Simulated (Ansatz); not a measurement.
# La2O3: the cost of one run

Program: Ansatz 0.2.0. Level of theory: DFT PBE, scalar-relativistic, plane waves, PAW. These are calculated values, not measurements.

**1. The system as given**

Symmetry: P-3m1, No. 164, trigonal system. The conventional cell has a = 3.931 Å, b = 3.931 Å, c = 6.112 Å, α = 90.00°, β = 90.00°, γ = 120.00°. La (site symmetry 3m) has 7 O at 2.36 to 2.72 Å as nearest neighbours. Around O (site symmetry 3m) lie 4 La at 2.36 to 2.44 Å. Around O (site symmetry -3m) lie 6 La at 2.72 Å.

Structure file:

```cif
data_structure
_symmetry_space_group_name_H-M 'P-3m1'
_symmetry_Int_Tables_number 164
_cell_length_a 3.9308
_cell_length_b 3.9308
_cell_length_c 6.1120
_cell_angle_alpha 90.000
_cell_angle_beta 90.000
_cell_angle_gamma 120.000
_cell_volume 81.78
loop_
_atom_site_label
_atom_site_type_symbol
_atom_site_symmetry_multiplicity
_atom_site_Wyckoff_symbol
_atom_site_fract_x
_atom_site_fract_y
_atom_site_fract_z
_atom_site_occupancy
La1 La 2 d 0.33333 0.66667 0.75376 1
O1 O 2 d 0.33333 0.66667 0.35411 1
O2 O 1 a 0.00000 0.00000 0.00000 1
```

The runs take a perfect supercell of 60 atoms; the defect goes to fractional position (0.177, 0.344, 0.167).

**2. The perfect supercell**

File input.yaml:

```yaml
crystal:
  lattice:
    - [-5.896167, 3.404153, 6.111954]
    - [5.896167, -3.404153, 6.111954]
    - [5.896167, 10.21246, -6.111953]
  atoms:
    - { symbol: La, position: [0.376882, 0.543548, 0.166667] }
    - { symbol: La, position: [0.876882, 0.043548, 0.166667] }
    - { symbol: La, position: [0.710216, 0.376882, 0.333333] }
    - { symbol: La, position: [0.210216, 0.876882, 0.333333] }
    - { symbol: La, position: [0.043549, 0.210215, 0.5] }
    - { symbol: La, position: [0.543549, 0.710215, 0.5] }
    - { symbol: La, position: [0.376882, 0.043548, 0.666667] }
    - { symbol: La, position: [0.876882, 0.543548, 0.666667] }
    - { symbol: La, position: [0.710216, 0.876882, 0.833333] }
    - { symbol: La, position: [0.210216, 0.376882, 0.833333] }
    - { symbol: La, position: [0.043549, 0.710215, 0.0] }
    - { symbol: La, position: [0.543549, 0.210215, 0.0] }
    - { symbol: La, position: [0.289784, 0.123118, 0.166667] }
    - { symbol: La, position: [0.789784, 0.623118, 0.166667] }
    - { symbol: La, position: [0.623118, 0.956452, 0.333333] }
    - { symbol: La, position: [0.123118, 0.456452, 0.333333] }
    - { symbol: La, position: [0.956451, 0.789785, 0.5] }
    - { symbol: La, position: [0.456451, 0.289785, 0.5] }
    - { symbol: La, position: [0.289784, 0.623118, 0.666667] }
    - { symbol: La, position: [0.789784, 0.123118, 0.666667] }
    - { symbol: La, position: [0.623118, 0.456452, 0.833333] }
    - { symbol: La, position: [0.123118, 0.956452, 0.833333] }
    - { symbol: La, position: [0.956451, 0.289785, 0.0] }
    - { symbol: La, position: [0.456451, 0.789785, 0.0] }
    - { symbol: O, position: [0.177054, 0.343721, 0.166667] }
    - { symbol: O, position: [0.677054, 0.843721, 0.166667] }
    - { symbol: O, position: [0.510388, 0.177055, 0.333333] }
    - { symbol: O, position: [0.010388, 0.677055, 0.333333] }
    - { symbol: O, position: [0.843721, 0.010388, 0.5] }
    - { symbol: O, position: [0.343721, 0.510388, 0.5] }
    - { symbol: O, position: [0.177054, 0.843721, 0.666667] }
    - { symbol: O, position: [0.677054, 0.343721, 0.666667] }
    - { symbol: O, position: [0.510388, 0.677055, 0.833333] }
    - { symbol: O, position: [0.010388, 0.177055, 0.833333] }
    - { symbol: O, position: [0.843721, 0.510388, 0.0] }
    - { symbol: O, position: [0.343721, 0.010388, 0.0] }
    - { symbol: O, position: [0.489612, 0.322945, 0.166667] }
    - { symbol: O, position: [0.989612, 0.822945, 0.166667] }
    - { symbol: O, position: [0.822946, 0.156279, 0.333333] }
    - { symbol: O, position: [0.322946, 0.656279, 0.333333] }
    - { symbol: O, position: [0.156279, 0.989612, 0.5] }
    - { symbol: O, position: [0.656279, 0.489612, 0.5] }
    - { symbol: O, position: [0.489612, 0.822945, 0.666667] }
    - { symbol: O, position: [0.989612, 0.322945, 0.666667] }
    - { symbol: O, position: [0.822946, 0.656279, 0.833333] }
    - { symbol: O, position: [0.322946, 0.156279, 0.833333] }
    - { symbol: O, position: [0.156279, 0.489612, 0.0] }
    - { symbol: O, position: [0.656279, 0.989612, 0.0] }
    - { symbol: O, position: [0.0, 0.0, 0.0] }
    - { symbol: O, position: [0.5, 0.5, 0.0] }
    - { symbol: O, position: [0.333333, 0.833333, 0.166667] }
    - { symbol: O, position: [0.833333, 0.333333, 0.166667] }
    - { symbol: O, position: [0.666667, 0.666667, 0.333333] }
    - { symbol: O, position: [0.166667, 0.166667, 0.333333] }
    - { symbol: O, position: [0.0, 0.5, 0.5] }
    - { symbol: O, position: [0.5, 0.0, 0.5] }
    - { symbol: O, position: [0.333333, 0.333333, 0.666667] }
    - { symbol: O, position: [0.833333, 0.833333, 0.666667] }
    - { symbol: O, position: [0.666667, 0.166667, 0.833333] }
    - { symbol: O, position: [0.166667, 0.666667, 0.833333] }
basis:
  ecutwfc: 420
  fft_grid_basis: typed
kpoints:
  mp_grid: { grid: [2, 2, 2] }
hamiltonian:
  xc: pbe
  pseudopotentials: { kind: paw }
scf:
  occupations: { method: gaussian, width: 0.05 }
output:
  forces: true
  stress: false
  eigenvalues: true
  bader: false
  write_density: true
  volumetric_format: npy
```

Started as:

```bash
$ ansatz run input.yaml --threads 8 --pin off --max-ram 16384MiB --backend cpu --events-out ev --progress --plain --runs-dir out
```

Q: Estimate wall time and peak memory on 8 threads of Arm Neoverse N1, shared host.

About 35 s, with a peak of 8.7 GiB.
